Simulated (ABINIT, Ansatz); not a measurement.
# How the form of the self-energy moves the gap of BN (Qingsongite)

How much does the gap of BN (Qingsongite) depend on the approximation to the self-energy?

Method: PBE and many-body steps on it, plane waves, in ABINIT 10.8.3.

### Step 1. The structure

The structure is cubic, space group F-43m (No. 216). Conventional cell: a = 3.615 Å, b = 3.615 Å, c = 3.615 Å, α = 90.00°, β = 90.00°, γ = 90.00°. B has 4 N at 1.57 Å nearest. Nearest to N lie 4 B at 1.57 Å. Farther neighbours and most contacts between anions are not listed.

The cell and positions come from the Crystallography Open Database and are kept as given unless a step says otherwise.

### Step 2. Empty states on the mesh, 8×8×8 mesh, 226 bands

This step: ABINIT 10.8.3; DFT, PBE, plane waves, norm-conserving pseudopotentials.

The sums over transitions need many empty states on a uniform mesh; this step solves for them.

run.abi reads:

```
acell 3*1.0 Angstrom
rprim 
  -0.000000000000 1.807500000000 1.807500000000
  1.807500000000 0.000000000000 1.807500000000
  1.807500000000 1.807500000000 -0.000000000000
ntypat 2
znucl 5 7
natom 2
typat 1 2
xred 
  0.000000000000 0.000000000000 0.000000000000
  0.250000000000 0.250000000000 0.250000000000
pp_dirpath "pseudos"
pseudos "B.upf, N.upf"
ecut 36
ngkpt 8 8 8
nshiftk 1
shiftk 0 0 0
kptopt 1
chksymbreak 0
irdden 1
istwfk *1
nband 226
prtvol 0
optdriver 6
gwr_task "HDIAGO"
paral_kgb 0
occopt 1
indata_prefix "in"
outdata_prefix "out"
tmpdata_prefix "tmp"
```

The run is started by

```
> OMP_NUM_THREADS=1 mpirun -n 4 abinit run.abi > log
```

The program printed:

```text
.Version 10.8.3 of ABINIT. v10.8.2 released Aug 2026.

 Symmetries : space group F-4 3 m (#216); Bravais cF (face-center cubic)
[... echo of the input left out ...]
== DATASET  1 ==================================================================
-   mpi_nproc: 4, omp_nthreads: 1 (-1 if OMP is not activated)

--- !DatasetInfo
iteration_state: {dtset: 1, }
dimensions: {natom: 2, nkpt: 29, mband: 226, nsppol: 1, nspinor: 1, nspden: 1, mpw: 869, }
cutoff_energies: {ecut:  36.0, pawecutdg:  -1.0, }
[...]
Indirect band gap semiconductor
 Fundamental gap:     4.535 (eV)
   VBM:     8.220 (eV) at k: [ 0.0000E+00,  0.0000E+00,  0.0000E+00]
   CBM:    12.755 (eV) at k: [ 5.0000E-01,  5.0000E-01,  0.0000E+00]
 Direct gap:         8.878 (eV) at k: [ 0.0000E+00,  0.0000E+00,  0.0000E+00]

== END DATASET(S) ==============================================================
================================================================================

 -outvars: echo values of variables after computation  --------
           etotal      0.0000000000E+00
            nband         226
             nkpt          29
          spgroup         216
 [... the other variables as echoed above ...]

 Calculation completed.
```

Run time: 7.7 s. Hardware: 4 MPI ranks of Arm Neoverse V2, shared host; peak memory 0.35 GiB.

Numbers from this step:

| Property | Result |
| --- | --- |
| gap | 4.535 eV |
| k of the valence top | 0, 0, 0 |
| k of the conduction bottom | 0.5, 0.5, 0 |
| least direct gap | 8.878 eV |
| k points computed | 29 |
| lowest point of the top converged band, above the valence top | 374.1121 eV |

On this mesh the gap is 4.535 eV.

The density comes from a self-consistent run that is not shown.

### Step 3. Screening, 8×8×8 mesh, 91 bands, screening to 283 eV

The RPA dielectric matrix is built and inverted for each q.

This step: RPA screening on PBE, plane waves, norm-conserving pseudopotentials.

run.abi, as its differences from that of step 2:

```diff
@@ -20,10 +20,11 @@
 chksymbreak 0
-irdden 1
 istwfk *1
-nband 226
-prtvol 0
-optdriver 6
-gwr_task "HDIAGO"
-paral_kgb 0
 occopt 1
+irdwfk 1
+optdriver 3
+nband 91
+ecuteps 10.4
+inclvkb 2
+awtr 1
+symchi 1
 indata_prefix "in"
```

The program printed:

```text
.Version 10.8.3 of ABINIT. v10.8.2 released Aug 2026.

 Symmetries : space group F-4 3 m (#216); Bravais cF (face-center cubic)
[... echo of the input left out ...]
== DATASET  1 ==================================================================
-   mpi_nproc: 4, omp_nthreads: 1 (-1 if OMP is not activated)

--- !DatasetInfo
iteration_state: {dtset: 1, }
dimensions: {natom: 2, nkpt: 29, mband: 91, nsppol: 1, nspinor: 1, nspden: 1, mpw: 869, }
cutoff_energies: {ecut:  36.0, pawecutdg:  -1.0, }
electrons: {nelect:   8.00000000E+00, charge:   0.00000000E+00, occopt:   1.00000000E+00, tsmear:   1.00000000E-02, }

 SCREENING: Calculation of the susceptibility and dielectric matrices

 Based on a program developped by R.W. Godby, V. Olevano, G. Onida, and L. Reining.
 Incorporated in ABINIT by V. Olevano, G.-M. Rignanese, and M. Torrent.
.Using double precision arithmetic ; gwpc =  8

[... cell and pseudopotentials left out ...]
--------------------------------------------------------------------------------

 ==== K-mesh for the wavefunctions ====
 Number of points in the irreducible wedge :    29
[... list of points left out ...]
 Together with 24 symmetry operations and time-reversal symmetry
 yields   512 points in the full Brillouin Zone.

 ==== Q-mesh for the screening function ====
 Number of points in the irreducible wedge :    29
[... list of points left out ...]
 Together with 24 symmetry operations and time-reversal symmetry
 yields   512 points in the full Brillouin Zone.

 setmesh: FFT mesh size selected  =    20x   20x   20
          total number of points  =         8000

 vcoul_init : cutoff-mode = AUXILIARY_FUNCTION
 q-points for optical limit:   1
     1)      0.000010    0.000020    0.000030

- screening: taking advantage of time-reversal symmetry
- Maximum band index for partially occupied states nbvw = 4
- Remaining bands to be divided among processors   nbcw = 87
- Number of bands treated by each node ~21

 Number of electrons calculated from density =    8.0000; Expected =    8.0000
 average of density, n =  0.100376
 r_s =    1.3348
 omega_plasma =   30.5612 [eV]

 calculating chi0 at frequencies [eV] :
  1    0.000000E+00    0.000000E+00
  2    0.000000E+00    3.056116E+01

--------------------------------------------------------------------------------
  q-point number  1        q = ( 0.000000, 0.000000, 0.000000) [r.l.u.]
--------------------------------------------------------------------------------
[... chi0 elements left out ...]
 For q-point:  0.000010 0.000020 0.000030
  dielectric constant =   4.3104
  dielectric constant without local fields =   4.6610

  Average fulfillment of the sum rule on Im[epsilon] for q-point    1 :     92.08  [%]
[... wings left out ...]
  q-point number  2        q = ( 0.125000, 0.000000, 0.000000) [r.l.u.]
--------------------------------------------------------------------------------
[... chi0 elements left out ...]
  Average fulfillment of the sum rule on Im[epsilon] for q-point    2 :     99.05  [%]

 [... 27 further q-points ...]
```

Elapsed: 60 s, on 4 MPI ranks; peak memory 0.77 GiB.

This step gave:

- ε∞ with local fields, on this mesh, along the program's q direction: 4.310
- the same without local fields: 4.661
- plasma frequency: 30.56 eV
- plane waves in the screening matrix: 137

Local fields lower ε∞ by 8 %.

### Step 4. G0W0, Godby-Needs plasmon pole

The self-energy is evaluated for the states that the input lists, and the levels follow from it, in one-shot runs by the linearised quasiparticle equation.

This step: G0W0 on PBE, plane waves, norm-conserving pseudopotentials.

run.abi, as its differences from that of step 3:

```diff
@@ -23,8 +23,17 @@
 irdwfk 1
-optdriver 3
+optdriver 4
 nband 91
+gwcalctyp 0
+ecutsigx 36
+symsigma 1
+nkptgw 2
+kptgw 
+  0.0000000000 0.0000000000 0.0000000000
+  0.5000000000 0.5000000000 0.0000000000
+bdgw 
+  2 7
+  3 6
 ecuteps 10.4
-inclvkb 2
-awtr 1
-symchi 1
+irdscr 1
+ppmodel 1
 indata_prefix "in"
```

The program printed:

```text
.Version 10.8.3 of ABINIT. v10.8.2 released Aug 2026.

 Symmetries : space group F-4 3 m (#216); Bravais cF (face-center cubic)
[... echo of the input left out ...]
== DATASET  1 ==================================================================
-   mpi_nproc: 4, omp_nthreads: 1 (-1 if OMP is not activated)

--- !DatasetInfo
iteration_state: {dtset: 1, }
dimensions: {natom: 2, nkpt: 29, mband: 91, nsppol: 1, nspinor: 1, nspden: 1, mpw: 869, }
cutoff_energies: {ecut:  36.0, pawecutdg:  -1.0, }
electrons: {nelect:   8.00000000E+00, charge:   0.00000000E+00, occopt:   1.00000000E+00, tsmear:   1.00000000E-02, }

 SIGMA: Calculation of the GW corrections

 Based on a program developped by R.W. Godby, V. Olevano, G. Onida, and L. Reining.
 Incorporated in ABINIT by V. Olevano, G.-M. Rignanese, and M. Torrent.
.Using double precision arithmetic ; gwpc =  8

[... cell and pseudopotentials left out ...]
--------------------------------------------------------------------------------

 ==== K-mesh for the wavefunctions ====
 Number of points in the irreducible wedge :    29
[... list of points left out ...]
 Together with 24 symmetry operations and time-reversal symmetry
 yields   512 points in the full Brillouin Zone.

 ==== Q-mesh for screening function ====
 Number of points in the irreducible wedge :    29
[... list of points left out ...]
 Together with 24 symmetry operations and time-reversal symmetry
 yields   512 points in the full Brillouin Zone.

 vcoul_init : cutoff-mode = AUXILIARY_FUNCTION
 q-points for optical limit:   1
     1)      0.000010    0.000020    0.000030
 setmesh: FFT mesh size selected  =    25x   25x   25
          total number of points  =        15625

 Number of electrons calculated from density =    8.0000; Expected =    8.0000
 average of density, n =  0.100376
 r_s =    1.3348
 omega_plasma =   30.5612 [eV]

 === KS Band Gaps ===
  >>>> For spin  1
   Minimum direct gap =   8.8782 [eV], located at k-point      :   0.0000  0.0000  0.0000
   Fundamental gap    =   4.5349 [eV], Top of valence bands at :   0.0000  0.0000  0.0000
                                       Bottom of conduction at :   0.5000  0.5000  0.0000
 SIGMA fundamental parameters:
 PLASMON POLE MODEL  1
 number of plane-waves for SigmaX                  869
 number of plane-waves for SigmaC and W            137
 number of plane-waves for wavefunctions           869
 number of bands                                    91
 number of independent spin polarizations            1
 number of spinorial components                      1
 number of k-points in IBZ                          29
 number of q-points in IBZ                          29
 number of symmetry operations                      24
 number of k-points in BZ                          512
 number of q-points in BZ                          512
 number of frequencies for dSigma/dE                 9
 frequency step for dSigma/dE [eV]                0.25
 number of omega for Sigma on real axis              0
 max omega for Sigma on real axis  [eV]           0.00
 zcut for avoiding poles [eV]                     0.10

 EPSILON^-1 parameters (SCR file):
 dimension of the eps^-1 matrix on file            137
 dimension of the eps^-1 matrix used               137
 number of plane-waves for wavefunctions           869
 number of bands                                    91
 number of q-points in IBZ                          29
 number of frequencies                               2
 number of real frequencies                          1
 number of imag frequencies                          1

 matrix elements of self-energy operator (all in [eV])

 Perturbative Calculation

--- !SelfEnergy_ee
iteration_state: {dtset: 1, }
kpoint     : [   0.000,    0.000,    0.000, ]
spin       : 1
KS_gap     :    8.878
QP_gap     :   10.963
Delta_QP_KS:    2.085
data: !SigmaeeData |
     Band     E0 <VxcDFT>   SigX SigC(E0)      Z dSigC/dE  Sig(E)    E-E0       E
        2   8.220 -18.520 -22.080   2.414   0.827  -0.209 -19.467  -0.948   7.273
        3   8.220 -18.520 -22.080   2.414   0.827  -0.209 -19.467  -0.948   7.273
        4   8.220 -18.520 -22.080   2.414   0.827  -0.209 -19.467  -0.948   7.273
        5  17.099 -13.778  -7.152  -5.277   0.843  -0.187 -12.641   1.137  18.236
        6  17.099 -13.778  -7.152  -5.277   0.843  -0.187 -12.641   1.137  18.236
        7  17.099 -13.778  -7.152  -5.277   0.843  -0.187 -12.641   1.137  18.236

--- !SelfEnergy_ee
iteration_state: {dtset: 1, }
kpoint     : [   0.500,    0.500,    0.000, ]
spin       : 1
KS_gap     :    9.442
QP_gap     :   11.416
Delta_QP_KS:    1.974
data: !SigmaeeData |
     Band     E0 <VxcDFT>   SigX SigC(E0)      Z dSigC/dE  Sig(E)    E-E0       E
        3   3.313 -16.496 -21.657   3.435   0.815  -0.227 -17.903  -1.407   1.907
        4   3.313 -16.496 -21.657   3.435   0.815  -0.227 -17.903  -1.407   1.907
        5  12.755 -12.570  -7.394  -4.511   0.854  -0.171 -12.003   0.567  13.323
        6  17.562 -12.696  -6.779  -5.104   0.851  -0.176 -12.005   0.691  18.253

== END DATASET(S) ==============================================================
================================================================================

 -outvars: echo values of variables after computation  --------
           etotal      0.0000000000E+00
            nband          91
             nkpt          29
          spgroup         216
 [... the other variables as echoed above ...]

 Calculation completed.
```

It took 8.7 s on 4 MPI ranks; peak memory 0.79 GiB.

Numbers from this step:

```
G0W0 gap on the points computed              : 6.050 eV
starting gap on the mesh                     : 4.535 eV
k of the valence top                         : 0, 0, 0
k of the conduction bottom                   : 0.5, 0.5, 0
Z at the valence top                         : 0.827
Z at the conduction bottom                   : 0.854
least direct G0W0 gap on the computed points : 10.96 eV
```

The gap on the mesh goes from 4.53 eV to 6.05 eV, a correction of +1.52 eV.

### Step 5. G0W0, Engel-Farid plasmon pole

run.abi, as its differences from that of step 4:

```diff
@@ -37,3 +37,3 @@
 irdscr 1
-ppmodel 1
+ppmodel 4
 indata_prefix "in"
```

The program printed:

```text
.Version 10.8.3 of ABINIT. v10.8.2 released Aug 2026.

 Symmetries : space group F-4 3 m (#216); Bravais cF (face-center cubic)
[... echo of the input left out ...]
== DATASET  1 ==================================================================
-   mpi_nproc: 4, omp_nthreads: 1 (-1 if OMP is not activated)

--- !DatasetInfo
iteration_state: {dtset: 1, }
dimensions: {natom: 2, nkpt: 29, mband: 91, nsppol: 1, nspinor: 1, nspden: 1, mpw: 869, }
cutoff_energies: {ecut:  36.0, pawecutdg:  -1.0, }
electrons: {nelect:   8.00000000E+00, charge:   0.00000000E+00, occopt:   1.00000000E+00, tsmear:   1.00000000E-02, }

 SIGMA: Calculation of the GW corrections

 Based on a program developped by R.W. Godby, V. Olevano, G. Onida, and L. Reining.
 Incorporated in ABINIT by V. Olevano, G.-M. Rignanese, and M. Torrent.
.Using double precision arithmetic ; gwpc =  8

[... cell and pseudopotentials left out ...]
--------------------------------------------------------------------------------

 ==== K-mesh for the wavefunctions ====
 Number of points in the irreducible wedge :    29
[... list of points left out ...]
 Together with 24 symmetry operations and time-reversal symmetry
 yields   512 points in the full Brillouin Zone.

 ==== Q-mesh for screening function ====
 Number of points in the irreducible wedge :    29
[... list of points left out ...]
 Together with 24 symmetry operations and time-reversal symmetry
 yields   512 points in the full Brillouin Zone.

 vcoul_init : cutoff-mode = AUXILIARY_FUNCTION
 q-points for optical limit:   1
     1)      0.000010    0.000020    0.000030
 setmesh: FFT mesh size selected  =    25x   25x   25
          total number of points  =        15625

 Number of electrons calculated from density =    8.0000; Expected =    8.0000
[...]
number of omega for Sigma on real axis              0
 max omega for Sigma on real axis  [eV]           0.00
 zcut for avoiding poles [eV]                     0.10

 EPSILON^-1 parameters (SCR file):
 dimension of the eps^-1 matrix on file            137
 dimension of the eps^-1 matrix used               137
 number of plane-waves for wavefunctions           869
 number of bands                                    91
 number of q-points in IBZ                          29
 number of frequencies                               2
 number of real frequencies                          1
 number of imag frequencies                          1

 matrix elements of self-energy operator (all in [eV])

 Perturbative Calculation

--- !SelfEnergy_ee
iteration_state: {dtset: 1, }
kpoint     : [   0.000,    0.000,    0.000, ]
spin       : 1
KS_gap     :    8.878
QP_gap     :   11.148
Delta_QP_KS:    2.270
data: !SigmaeeData |
     Band     E0 <VxcDFT>   SigX SigC(E0)      Z dSigC/dE  Sig(E)    E-E0       E
        2   8.220 -18.520 -22.080   1.974   0.838  -0.193 -19.849  -1.330   6.891
        3   8.220 -18.520 -22.080   1.974   0.838  -0.193 -19.849  -1.330   6.891
        4   8.220 -18.520 -22.080   1.974   0.838  -0.193 -19.849  -1.330   6.891
[...]
--- !SelfEnergy_ee
iteration_state: {dtset: 1, }
kpoint     : [   0.500,    0.500,    0.000, ]
spin       : 1
KS_gap     :    9.442
QP_gap     :   11.591
Delta_QP_KS:    2.149
data: !SigmaeeData |
     Band     E0 <VxcDFT>   SigX SigC(E0)      Z dSigC/dE  Sig(E)    E-E0       E
[...]
5  12.755 -12.570  -7.394  -4.759   0.864  -0.157 -12.210   0.360  13.115
        6  17.562 -12.696  -6.779  -5.343   0.861  -0.162 -12.202   0.494  18.056

== END DATASET(S) ==============================================================
================================================================================

 -outvars: echo values of variables after computation  --------
           etotal      0.0000000000E+00
            nband          91
             nkpt          29
          spgroup         216
 [... the other variables as echoed above ...]

 Calculation completed.
```

Elapsed: 4.3 s, on 4 MPI ranks; peak memory 0.74 GiB; 17 s of CPU time.

This step gave:

```yaml
g0w0_gap_on_the_points_computed: 6.224 eV
starting_gap_on_the_mesh: 4.535 eV
k_of_the_valence_top: 0, 0, 0
k_of_the_conduction_bottom: 0.5, 0.5, 0
z_at_the_valence_top: 0.838
z_at_the_conduction_bottom: 0.864
least_direct_g0w0_gap_on_the_computed_points: 11.15 eV
```

Against G0W0 in ABINIT (8×8×8 mesh, 91 bands, screening to 283 eV, Godby-Needs plasmon pole), the gap moves by +0.174 eV.

### Step 6. G0W0, von der Linden-Horsch plasmon pole

run.abi, as its differences from that of step 5:

```diff
@@ -37,3 +37,3 @@
 irdscr 1
-ppmodel 4
+ppmodel 3
 indata_prefix "in"
```

The program printed:

```text
.Version 10.8.3 of ABINIT. v10.8.2 released Aug 2026.

 Symmetries : space group F-4 3 m (#216); Bravais cF (face-center cubic)
[... echo of the input left out ...]
== DATASET  1 ==================================================================
-   mpi_nproc: 4, omp_nthreads: 1 (-1 if OMP is not activated)

--- !DatasetInfo
iteration_state: {dtset: 1, }
dimensions: {natom: 2, nkpt: 29, mband: 91, nsppol: 1, nspinor: 1, nspden: 1, mpw: 869, }
cutoff_energies: {ecut:  36.0, pawecutdg:  -1.0, }
[...]
Band     E0 <VxcDFT>   SigX SigC(E0)      Z dSigC/dE  Sig(E)    E-E0       E
[...]
5  12.755 -12.570  -7.394  -4.953   0.878  -0.139 -12.374   0.196  12.951
        6  17.562 -12.696  -6.779  -5.525   0.877  -0.140 -12.352   0.344  17.906

== END DATASET(S) ==============================================================
================================================================================

 -outvars: echo values of variables after computation  --------
           etotal      0.0000000000E+00
            nband          91
             nkpt          29
          spgroup         216
 [... the other variables as echoed above ...]

 Calculation completed.
```

It took 4.2 s on 4 MPI ranks; peak memory 0.73 GiB.

This step gave:

```
G0W0 gap on the points computed              : 6.078 eV
starting gap on the mesh                     : 4.535 eV
k of the valence top                         : 0, 0, 0
k of the conduction bottom                   : 0.5, 0.5, 0
least direct G0W0 gap on the computed points : 11.02 eV
```

Against G0W0 in ABINIT (8×8×8 mesh, 91 bands, screening to 283 eV, Godby-Needs plasmon pole), the gap moves by +0.028 eV.

[end of part 1 of 2]

[Paths, hosts, dates, memory and timing lines, banners, echoed tables and standing remarks are left out of the program output.]

[Logs are printed without paths, hosts, clocks, repeated set-up lines and the standing remarks that a program may print on its own settings, such as how far it seeks lower states.]

[Runs of the session that timed out or met a known fault of the program may be left out.]

[Hosts, paths, dates, database ids (printed as entryN), source tags and the programs' standing remarks are cut or masked in the printed files.]

[G0W0 gaps are taken among the corrected bands and points alone; a level outside them can change the order at an edge.]

[Where Ansatz stands beside ABINIT at settings called matched, ABINIT's density can come from a denser mesh and the files from another edition; pairs whose starting gaps differed by over 0.03 eV were left out, so agreement reads better than it is.]
